The zero in the last row of this convergence test does not mean a converged energy. By extrapolation, the tightest calculation of strontium oxide still lies several meV per atom above the limit that its own basis is heading for. Two figures describe the pace in this crystal: each step of 0.1 in the sweep value cuts the remaining energy error about threefold, and each full unit of rk_max cuts it about fivefold. The gap stays within 10 meV of its last value from 0.85 on, but that says little about the energy.

SIRIUS 7.12.0, all-electron FP-LAPW with PBE, without spin polarisation or spin–orbit coupling, for SrO (Fm-3m) on a 9×9×9 k mesh with Fermi–Dirac smearing of 0.05 eV. The sweep value is rk_scale, which scales the plane-wave cutoff; energies are free energies relative to the row at 1.05. Muffin-tin radii are 1.6 bohr for O and 2.54 bohr for Sr.

```
sweep value  energy less tightest (meV/atom)  gap (eV)  force miss (eV/Å)
       0.55                           1995.4     3.621              0.000
       0.65                            659.6     3.490              0.000
       0.75                            200.0     3.433              0.000
       0.85                             60.2     3.372              0.000
       0.95                             13.5     3.382              0.000
       1.05                              0.0     3.374              0.000
```

The sweep value scales the plane-wave cutoff, and with it rk_max, the product of that cutoff and the smallest sphere radius. The tightest row has an rk_max of 7.57, so the loosest has 7.57 × 0.55/1.05, or about 4.0. The column "energy less tightest" is the energy of each row minus that of the last row. Whatever error the last row carries is therefore subtracted from every row, and the last row shows zero however poor it is.

The numbers themselves give this away. Going down the column, each listed error is at first about a third of the one before, then 22 % of it, and finally nothing. Such a sudden rush towards perfection is suspicious. The differences between neighbouring rows need no reference, and they show no rush: from the second step on, each is between 29 and 34 % of the one before. The convergence keeps its pace to the end, and only the subtraction makes it look faster.

The steady pace has a likely physical reason. The method divides the crystal into spheres around the nuclei and the space between them. Inside the spheres, atomic-like functions describe the rapid variation of the orbitals near the nuclei; outside, plane waves must do the work. The orbitals are smoother there, and the plane waves are free to continue them smoothly into the spheres, where the atomic-like functions take over. The plane-wave components of such a smooth function die away roughly exponentially with growing wave number. Raising the cutoff by equal amounts should then remove about the same fraction of the remaining error each time.

The oxygen sphere should be the one that sets the demand. It is the smaller of the two, with a radius of 1.6 bohr, and the oxygen 2p electrons are still dense and quickly varying at its surface. The plane waves have to follow that variation right up to the sphere. A smaller oxygen sphere would leave them a steeper piece of the orbital, and the cutoff would have to rise roughly in inverse proportion to the radius. This is why rk_max is a better guide to accuracy than the cutoff alone.

The steady pace also allows an estimate of the error that the table hides. Let S be the last energy step, q the fraction of the error that survives a step, and R the error left in the tightest row. All the steps still to come add up to

R = S × (q + q² + q³ + …) = S × q/(1 − q)

With S = 13.5 meV/atom and q = 0.32 this gives

R = 13.5 × 0.32/0.68 ≈ 6 meV/atom

The row at 0.95, listed as 13.5 meV/atom from the tightest, is then about 20 meV/atom from the limit. Its listed error is too small by roughly a third.

The value of q comes from an exponential law fitted to all five energy steps, so the last step, used in the estimate, was part of the fit. The law reproduces the steps to about 5 %, clearly better than a power law or a Gaussian in the cutoff. Those two would leave about 14 and 3 meV/atom in the tightest row, which is a fair measure of how uncertain the extrapolation is. All three forms agree that the last row is not converged to 1 meV/atom. The printed analysis below gives the three fits and the row-by-row comparison.

The gap behaves differently because it is another kind of quantity. The total energy collects the basis errors of all the electrons outside the atomic cores, and in a basis that only grows it can only go down. The gap is the difference between two band energies. Each of them carries a basis error, and part of it can cancel when they are subtracted. What remains can have either sign, so the gap need not approach its final value steadily.

Here it does not. At 0.85 the gap is only 2 meV from that of the tightest row, while the energy is still 60 meV/atom away. One step further, at 0.95, the basis is better but the gap is 8 meV off. A tolerance of 5 meV would thus accept the looser setting and reject the tighter one. When a test does that, the agreement at the looser setting is partly luck and not yet convergence.

A plausible cause of the bump is the way plane waves enter the basis. At the centre of the Brillouin zone they come in whole shells of equal length, so the basis grows there in jumps, while its average over the zone grows smoothly. The step to 0.85 adds only 12 functions at the zone centre against about 68 on average; the next step adds 126 against about 86. If the top of the valence band lies at the zone centre, as is usual for this oxide, it would stay too high at 0.85 and make the gap too narrow, then drop at 0.95 and widen it. The direction fits, but this remains a conjecture until the two band edges are followed separately. The total energy hardly notices the jumps because it averages over many points of the zone.

The column "force miss" is a test that cannot fail. Every atom in this crystal is a centre of inversion, so the force on it vanishes at any cutoff, even in the loosest row, where the energy is wrong by about 2 eV per atom. To test forces, one atom has to be moved off its site first.

In practice, judge the energy by its steps and not by its distance from the last row. With equally spaced cutoffs, take the ratio of the last two steps, estimate the tail with the formula above, and tighten the cutoff until that tail is below the accuracy needed. If the present pace holds, two more steps of 0.1 would bring this oxide below 1 meV/atom. If the aim is an energy difference between two structures, keep the sphere radii and the cutoff the same in both and test the difference itself, since part of the error then cancels.

For the gap, require that every tighter setting also stays within the tolerance. Even then, only the basis has been converged. The k mesh can still miss a band edge: with an odd number of divisions and no shift it leaves out the zone-boundary point X, where the lowest conduction band of this oxide is expected, and the listed gap would then be somewhat too wide for this functional. The functional used here is known to make the gaps of such oxides much too small, so a gap of 3.37 eV that is steady to 10 meV can still be more than an electronvolt below the real one.

Numerical output:

```
fit of log(steps) on 5 rows: constant 14.12 +/- 0.13, coefficient of mid -11.48 +/- 0.16; rms 0.0391, worst 0.95 -0.0485, leave-one-out rms 0.0789
fit of log(steps) on 5 rows: constant 2.802 +/- 0.15, coefficient of log(mid) -8.951 +/- 0.49; rms 0.154, worst 1.05 0.199, leave-one-out rms 0.33
fit of log(steps/mid) on 5 rows: constant 10.42 +/- 0.21, coefficient of mid**2 -7.93 +/- 0.3; rms 0.119, worst 0.85 0.177, leave-one-out rms 0.234
Steps of energy and gap and basis:
   row  energy step meV/atom  step in % of previous step  listed error in % of previous  estimated full error meV/atom  gap less tightest meV  gap change meV  functions added at zone centre  functions added on zone average
  0.55                   n/a                         n/a                            n/a                           2002                    247             n/a                             n/a                              n/a
  0.65                  1336                         n/a                          33.06                          666.2                    116            -131                              54                            38.12
  0.75                 459.6                       34.41                          30.32                          206.6                     59             -57                              56                            51.85
  0.85                 139.8                       30.42                           30.1                          66.77                     -2             -61                              12                            67.69
  0.95                  46.7                        33.4                          22.43                          20.07                      8              10                             126                            85.65
  1.05                  13.5                       28.91                              0                          6.566                      0              -8                             104                            105.7
Share of the error left after each step in exponential model (%): 31.74
Error left in the tightest row in exponential model (meV/atom): 6.566
Error left in the tightest row in power-law model (meV/atom): 14.06
Error left in the tightest row in Gaussian model (meV/atom): 3.359
Error left after two further steps in exponential model (meV/atom): 0.6615
Factor by which the error falls per unit of rk_max: 4.912
```
